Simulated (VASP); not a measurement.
**Ge: single point with HSE(alpha, omega)**

The system is Ge.

```
Ge
1.0
     1.39715   -2.60052    0.00000
     1.39715    2.60052    0.00000
     0.00000    0.00000    2.69823
Ge
1
Direct
  0.50000 0.50000 0.00000
```

This isn't the form of Ge at room conditions, which is diamond.

```json
{
  "Program": "VASP 6.6.1",
  "Task": "single point",
  "Functional": "HSE(alpha, omega)",
  "Potentials or basis": "VASP PAW PBE potentials, release 64 (Ge_d)",
  "Cutoff": "520 eV",
  "k mesh": "6 × 6 × 5",
  "Occupations": "fermi-dirac, width 0.05 eV",
  "Spin": "no spin polarisation"
}
```

- Pressure: -0.7 GPa
- Band gap on the k mesh: none (metal or under the smearing width)

Stress tensor (GPa, compression positive):
```
  3.79   0.00   0.00
  0.00 -10.60   0.00
  0.00   0.00   4.82
```

Levels at points of the mesh, in eV from the Fermi level:
| k point | band 5 | band 6 | band 7 | band 8 | band 9 | band 10 |
| --- | --- | --- | --- | --- | --- | --- |
| (0.00, 0.00, 0.00) | -28.07 | -14.64 | 7.54 | 8.13 | 9.72 | 10.89 |
| (0.50, 0.00, 0.00) | -28.11 | -8.89 | -6.22 | 4.09 | 8.07 | 11.70 |
| (0.50, 0.50, 0.00) | -28.08 | -9.84 | -6.42 | 5.97 | 9.82 | 11.00 |

Run time: 14 min on 1 thread of Intel(R) Xeon(R) Platinum 8259CL CPU @ 2.50GHz (Skylake/Cascade Lake), on a shared host, peak memory 0.24 GiB.

Caveat: the k mesh is coarse (spacing up to 0.47 Å⁻¹), so the values aren't converged, least of all with exact exchange; the PAW data sets were made with another functional, which shifts forces and pressure a little.
